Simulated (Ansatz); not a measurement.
# Convergence of CdS

```
CELL_PARAMETERS angstrom
0.00000 2.91000 2.91000
2.91000 0.00000 2.91000
2.91000 2.91000 0.00000
ATOMIC_POSITIONS crystal
Cd 0.00000 0.00000 0.00000
S 0.75000 0.75000 0.75000
```

Atoms are numbered in the order listed.

The cell is COD entry 1011260, as deposited and not checked against the literature; nothing was relaxed. It is an old determination, and later ones may differ.

Method: Ansatz 0.2.0, DFT, PBE, all-electron LAPW, scalar-relativistic.

Sampling and basis: a Γ-centred 8×8×8 k mesh, Fermi–Dirac smearing of 0.01 eV, basis error target 1 meV/atom, no spin polarisation. One setting is then changed at a time.

```tsv
k mesh	free energy less the base's (meV/atom)	P (GPa)	gap on the mesh (eV)	cutoff chosen (eV)
8×8×8 (base)	0.0	3.33	1.160	248
2×2×2	476	?	1.006	248
4×4×4	?	3.50	1.149	248
6×6×6	1.1	3.34	1.159	248
11×11×11	-0.1	3.33	1.160	248
```

Give the missing entry: row "4×4×4", column "free energy less the base's (meV/atom)".

16.7.

What belongs in the row "2×2×2", column "P (GPa)"?

6.63.
